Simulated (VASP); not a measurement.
# TiO2 (I4_1/amd) in VASP: a series of runs

The runs below take TiO2 through relaxation of cell and atoms, with PBE.

Program: VASP 6.6.1. These are calculated values, not measurements. Logs are shortened: lines on timing, memory, paths and dates and some standing lists are left out, and cuts for length are marked.

### 1 The crystal as given

Symmetry: I4_1/amd, No. 141, tetragonal system. The conventional cell has a = 3.784 Å, b = 3.784 Å, c = 9.515 Å, α = 90.00°, β = 90.00°, γ = 90.00°. Ti (site symmetry -4m2) has 6 O at 1.93 to 1.98 Å as nearest neighbours. O (site symmetry 2mm) is surrounded by 3 Ti at 1.93 to 1.98 Å.

### 2 Relaxation of cell and atoms, PBE, collinear spin, ferromagnetic start

Contents of INCAR:

```
SYSTEM = TiO2
ALGO     = Normal         ! electronic algorithm
EDIFF    = 1E-7           ! SCF threshold, eV
EDIFFG   = -0.002         ! ionic threshold
ENCUT    = 520            ! plane-wave cutoff, eV
GGA      = PE             ! functional
IBRION   = 2              ! ionic algorithm
ISIF     = 3              ! what is computed and relaxed
ISMEAR   = 0              ! smearing method
ISPIN    = 2              ! spin polarisation
KPAR     = 4            
LASPH    = .True.         ! aspherical terms in the spheres
LCHARG   = .False.        ! write CHGCAR
LMAXMIX  = 4              ! l up to which the mixer works
LORBIT   = 11             ! projections on sites
LREAL    = .False.        ! projectors in reciprocal space
LWAVE    = .False.        ! write WAVECAR
MAGMOM   = 1 1 0 0 0 0    ! initial moments
NELM     = 150            ! most SCF steps
NSW      = 80             ! ionic steps
PREC     = Accurate       ! precision mode
SIGMA    = 1.0            ! smearing width, eV
```

Contents of KPOINTS:

```
k-points
0
Gamma
  14 14 14
  0 0 0
```

Contents of POSCAR:

```
TiO2
1.0
   -1.8921000000      1.8921000000      4.7573000000
    1.8921000000     -1.8921000000      4.7573000000
    1.8921000000      1.8921000000     -4.7573000000
Ti O
2 4
Direct
    0.0000000000      0.0000000000      0.0000000000
    0.7500000000      0.2500000000      0.5000000000
    0.2081000000      0.2081000000      0.0000000000
    0.9581000000      0.4581000000      0.5000000000
    0.5419000000      0.0419000000      0.5000000000
    0.7919000000      0.7919000000      0.0000000000
```

Potentials or basis: VASP PAW PBE potentials, release 64 (Ti_sv, O).

On the command line:

```bash
cat potpaw_PBE.64/Ti_sv/POTCAR potpaw_PBE.64/O/POTCAR > POTCAR
mpirun -np 4 vasp_std > vasp.out
```

OUTCAR:

```text
SYSTEM = TiO2
   EDIFF = 1E-7
   EDIFFG = -0.002
   ENCUT = 520
   GGA = PE
   IBRION = 2
   ISIF = 3
   ISMEAR = 0
   ISPIN = 2
   LASPH = .True.
   LORBIT = 11
   LREAL = .False.
   NELM = 150
   NSW = 80
   PREC = Accurate

 ion  position               nearest neighbor table
   1  0.000  0.000  0.000-   5 1.93   4 1.93   5 1.93   4 1.93   3 1.98   6 1.98
   2  0.750  0.250  0.500-   6 1.93   3 1.93   6 1.93   3 1.93   4 1.98   5 1.98
   3  0.208  0.208  0.000-   2 1.93   2 1.93   1 1.98
   4  0.958  0.458  0.500-   1 1.93   1 1.93   2 1.98
   5  0.542  0.042  0.500-   1 1.93   1 1.93   2 1.98
   6  0.792  0.792  0.000-   2 1.93   2 1.93   1 1.98

  LATTYP: Found a body centered tetragonal cell.
 ALAT       =     3.7842000000
 C/A-ratio  =     2.5142962846

  Lattice vectors:

 A1 = (  -1.8921000000,   1.8921000000,   4.7573000000)
 A2 = (   1.8921000000,  -1.8921000000,   4.7573000000)
 A3 = (   1.8921000000,   1.8921000000,  -4.7573000000)

Analysis of symmetry for initial positions (statically):
=====================================================================
 Subroutine PRICEL returns:
 Original cell was already a primitive cell.

 Routine SETGRP: Setting up the symmetry group for a
 body centered tetragonal supercell.

 Subroutine GETGRP returns: Found 16 space group operations
 (whereof  8 operations were pure point group operations)
 out of a pool of 16 trial point group operations.

The static configuration has the point symmetry D_2d.
 The point group associated with its full space group is D_4h.

Analysis of symmetry for dynamics (positions and initial velocities):
=====================================================================
 Subroutine PRICEL returns:
 Original cell was already a primitive cell.

 Routine SETGRP: Setting up the symmetry group for a
 body centered tetragonal supercell.

 Subroutine GETGRP returns: Found 16 space group operations
 (whereof  8 operations were pure point group operations)
 out of a pool of 16 trial point group operations.

The dynamic configuration has the point symmetry D_2d.
 The point group associated with its full space group is D_4h.

Analysis of structural, dynamic, and magnetic symmetry:
=====================================================================
 Subroutine PRICEL returns:
 Original cell was already a primitive cell.

 Routine SETGRP: Setting up the symmetry group for a
 body centered tetragonal supercell.

 Subroutine GETGRP returns: Found 16 space group operations
 (whereof  8 operations were pure point group operations)
 out of a pool of 16 trial point group operations.

The overall configuration has the point symmetry D_2d.
 The point group associated with its full space group is D_4h.

 Subroutine INISYM returns: Found 16 space group operations
 (whereof  8 operations are pure point group operations),
 and found     1 'primitive' translations

----------------------------------------------------------------------------------------

                                     Primitive cell

  volume of cell :      68.1253

  direct lattice vectors                    reciprocal lattice vectors
    -1.892100000  1.892100000  4.757300000     0.000000000  0.264256646  0.105101633
     1.892100000 -1.892100000  4.757300000     0.264256646  0.000000000  0.105101633
     1.892100000  1.892100000 -4.757300000     0.264256646  0.264256646  0.000000000

  length of vectors
     5.458203744  5.458203744  5.458203744     0.284390450  0.284390450  0.373715333

  position of ions in fractional coordinates (direct lattice)
     0.000000000  0.000000000  0.000000000
     0.750000000  0.250000000  0.500000000
     0.208100000  0.208100000  0.000000000
     0.958100000  0.458100000  0.500000000
     0.541900000  0.041900000  0.500000000
     0.791900000  0.791900000  0.000000000

  ion indices of the primitive-cell ions
   primitive index   ion index
                 1           1
                 2           2
                 3           3
                 4           4
                 5           5
                 6           6

[... 50 lines left out ...]
  0.214286  0.142857  0.000000     16.000000
  0.285714  0.142857  0.000000     16.000000
 [... further k-points ...]
   k-points           NKPTS =    244   k-points in BZ     NKDIM =    244   number of bands    NBANDS=     29
   number of dos      NEDOS =    301   number of ions     NIONS =      6
   total plane-waves  NPLWV =  74088
   dimension x,y,z NGX =    42 NGY =   42 NGZ =   42
   dimension x,y,z NGXF=    84 NGYF=   84 NGZF=   84
   ions per type =               2   4
   NGX,Y,Z   is equivalent  to a cutoff of  12.79, 12.79, 12.79 a.u.
   NGXF,Y,Z  is equivalent  to a cutoff of  25.58, 25.58, 25.58 a.u.
 SYSTEM =  TiO2
   PREC   = accura    normal or accurate (medium, high low for compatibility)
   ISTART =      0    job   : 0-new  1-cont  2-samecut
   ICHARG =      2    charge: 1-file 2-atom 10-const
   ISPIN  =      2    spin polarized calculation?
   LNONCOLLINEAR =      F non collinear calculations
   LSORBIT =      F    spin-orbit coupling
   LASPH  =      T    aspherical Exc in radial PAW
   ENCUT  =  520.0 eV  38.22 Ry    6.18 a.u.  10.15 10.15 10.15*2*pi/ulx,y,z
   NELM   =    150;   NELMIN=  2; NELMDL= -5     # of ELM steps
   EDIFF  = 0.1E-06   stopping-criterion for ELM
   LREAL  =      F    real-space projection
   EDIFFG = -.2E-02   stopping-criterion for IOM
   NSW    =     80    number of steps for IOM
   IBRION =      2    ionic relax: 0-MD 1-quasi-New 2-CG
   NFREE  =      1    steps in history (QN), initial steepest desc. (CG)
   ISIF   =      3    stress and relaxation
   ISYM   =      2    0-nonsym 1-usesym 2-fastsym
   POTIM  = 0.5000    time-step for ionic-motion
   TEBEG  =    0.0;   TEEND  =   0.0 temperature during run
   PSTRESS=    0.0 pullay stress
   NELECT =      48.0000    total number of electrons
   NUPDOWN=      -1.0000    fix difference up-down
   EMIN   =  10.00;   EMAX   =-10.00  energy-range for DOS
   EFERMI =   0.00;   METHOD = LEGACY
   ISMEAR =     0;   SIGMA  =   1.00  broadening in eV -4-tet -1-fermi 0-gaus
   EFERMI_NEDOS =   21; number of points for ismear=-14 and -15
   IALGO  =     38    algorithm
   IMIX   =      4    mixing-type and parameters
     AMIX     =   0.40;   BMIX     =  1.00
     AMIX_MAG =   1.60;   BMIX_MAG =  1.00
  volume/ion in A,a.u.               =      11.35        76.62
  Fermi-wavevector in a.u.,A,eV,Ry     =   1.456752  2.752862 28.873289  2.122127
  Thomas-Fermi vector in A             =   2.573634
   LORBIT       =     11    0 simple, 1 ext, 2 COOP (PROOUT), +10 PAW based schemes
   GGA     = PE    functional components
   LHFCALC =     F    Hartree Fock is set to
   AEXX    =    0.0000 exact exchange contribution
   IVDW    =     0    specifies the selected vdW correction
   LEPSILON=     F    determine dielectric tensor
   LRPA    =     F    only Hartree local field effects (RPA)
 conjugate gradient relaxation of ions
 spin polarized calculation
 Gauss-broadening in eV      SIGMA  =   1.00
  energy-cutoff  :      520.00
  volume of cell :       68.13
 maximum number of plane-waves:      1850
 NGX is ok and might be reduce to    42
   NGX = 21   NGY = 21   NGZ = 21

--------------------------------------- Ionic step        1  -------------------------------------------

 number of electron      47.9999989 magnetization       0.0000096

 number of electron      47.9999989 magnetization      -0.0000012

 Free energy of the ion-electron system (eV)
  ---------------------------------------------------
  ext. energy  EPLUGINS =         0.00000000
  ---------------------------------------------------
  free energy    TOTEN  =       -53.84077838 eV

  energy without entropy =      -53.72760293  energy(sigma->0) =      -53.78419065

------------------------ aborting loop because EDIFF is reached ----------------------------------------

  FORCE on cell =-STRESS in cart. coord.  units (eV):
  Direction    XX          YY          ZZ          XY          YZ          ZX
  --------------------------------------------------------------------------------------
  -------------------------------------------------------------------------------------
  Total        2.4220751      2.4220751      3.0127288      0.0000000      0.0000000      0.0000000
  in kB       56.9625573     56.9625573     70.8535992      0.0000000      0.0000000      0.0000000
  external PRESSURE =      61.5929046 kB  Pullay stress =       0.0000000 kB
[... 105 lines left out ...]
  FREE ENERGIE OF THE ION-ELECTRON SYSTEM (eV)
  ---------------------------------------------------
  free  energy   TOTEN  =       -53.8774251057 eV

  energy  without entropy=      -53.7389613712  energy(sigma->0) =      -53.80819324

[... ionic steps 4 to 8 ...]

--------------------------------------- Ionic step        9  -------------------------------------------

 number of electron      47.9999996 magnetization       0.0000000

 number of electron      47.9999996 magnetization      -0.0000000
[... 81 lines left out ...]
 number of electron      47.9999997 magnetization       0.0000000

 number of electron      47.9999997 magnetization      -0.0000000

 Free energy of the ion-electron system (eV)
  ---------------------------------------------------
  ext. energy  EPLUGINS =         0.00000000
  ---------------------------------------------------
  free energy    TOTEN  =       -53.88033282 eV

  energy without entropy =      -53.74511570  energy(sigma->0) =      -53.81272426

 E-fermi :   4.3804     XC(G=0): -10.5727

 val. band max:        3.1112173579   @ k =  -0.4286   0.4286   0.0000
 cond. band min:       5.2284002556   @ k =   0.0000   0.0000   0.0000
 fundamental gap:      2.1171828977
 Fermi energy:         4.3804422784

 spin component 1

 k-point     1 :       0.0000    0.0000    0.0000
  band No.  band energies     occupation
      1     -53.3349      1.00000
      2     -53.2844      1.00000
      3     -29.7644      1.00000
      4     -29.5432      1.00000
      5     -29.5432      1.00000
      6     -29.4823      1.00000
[... 757 lines left out ...]
     28       6.7006      0.00052
     29       6.7971      0.00032

 [... further k-points ...]

 spin component 2

 k-point     1 :       0.0000    0.0000    0.0000
  band No.  band energies     occupation
      1     -53.3349      1.00000
      2     -53.2844      1.00000
      3     -29.7644      1.00000
      4     -29.5432      1.00000
      5     -29.5432      1.00000
      6     -29.4823      1.00000
[... 792 lines left out ...]
  FREE ENERGIE OF THE ION-ELECTRON SYSTEM (eV)
  ---------------------------------------------------
  free  energy   TOTEN  =       -53.8803328235 eV

  energy  without entropy=      -53.7451157007  energy(sigma->0) =      -53.81272426

 reached required accuracy - stopping structural energy minimisation

 total charge

# of ion       s       p       d       tot
------------------------------------------
    1        2.217   6.280   1.723  10.221
    2        2.217   6.280   1.723  10.221
    3        1.572   3.491   0.000   5.063
    4        1.572   3.491   0.000   5.063
    5        1.572   3.491   0.000   5.063
    6        1.572   3.491   0.000   5.063
--------------------------------------------------
tot         10.723  26.525   3.447  40.695

 magnetization (x)

# of ion       s       p       d       tot
------------------------------------------
    1       -0.000   0.000   0.000   0.000
    2       -0.000   0.000   0.000   0.000
    3        0.000   0.000   0.000   0.000
    4        0.000   0.000   0.000   0.000
    5        0.000   0.000   0.000   0.000
    6        0.000   0.000   0.000   0.000
--------------------------------------------------
tot         -0.000   0.000   0.000   0.000
```

It took 26 min on 4 MPI ranks of Intel Xeon Platinum 8559C (Emerald Rapids), shared host; peak memory 0.82 GiB.

What came out:

```
Free energy                                           : -53.8803 eV
Relaxed volume                                        : 11.71 Å³/atom
Relaxed cell                                          : a = 5.547 Å, b = 5.547 Å, c = 5.547 Å, α = 139.87°, β = 139.87°, γ = 58.05°
Space group after relaxing (to 0.05 Å)                : I4_1/amd (No. 141)
Energy gained by relaxing                             : 6.6 meV/atom
Ionic steps                                           : 11
Pressure after relaxing                               : 0.0 GPa
Band gap on the k mesh                                : 2.12 eV, indirect (least direct gap 2.43 eV)
Net moment                                            : 0.00 μB per cell
Valence electrons inside the program's atomic spheres : Ti 10.22; O 5.06
```

The path:
```csv
step,energy change (eV),largest force (eV/Å),pressure (GPa),volume (Å³)
1,0.0000,0.1418,6.16,68.13
2,0.0208,0.3243,-6.76,72.52
3,-0.0366,0.0831,0.02,70.03
4,-0.0366,0.0789,0.14,69.99
5,-0.0375,0.0403,0.08,70.07
6,-0.0379,0.0039,0.01,70.16
7,-0.0386,0.0008,-0.06,70.21
8,-0.0395,0.0128,-0.29,70.37
9,-0.0394,0.0092,0.33,70.18
10,-0.0396,0.0023,0.01,70.28
11,-0.0396,0.0020,0.02,70.28
```

Final structure:
```
Ti O
1.0
    -1.90322    1.90322    4.85042
     1.90322   -1.90322    4.85042
     1.90322    1.90322   -4.85042
Ti O
2 4
Direct
  0.00000 0.00000 0.00000
  0.75000 0.25000 0.50000
  0.20675 0.20675 0.00000
  0.95675 0.45675 0.50000
  0.54325 0.04325 0.50000
  0.79325 0.79325 0.00000
```

(Continued in part 2 of 2.)
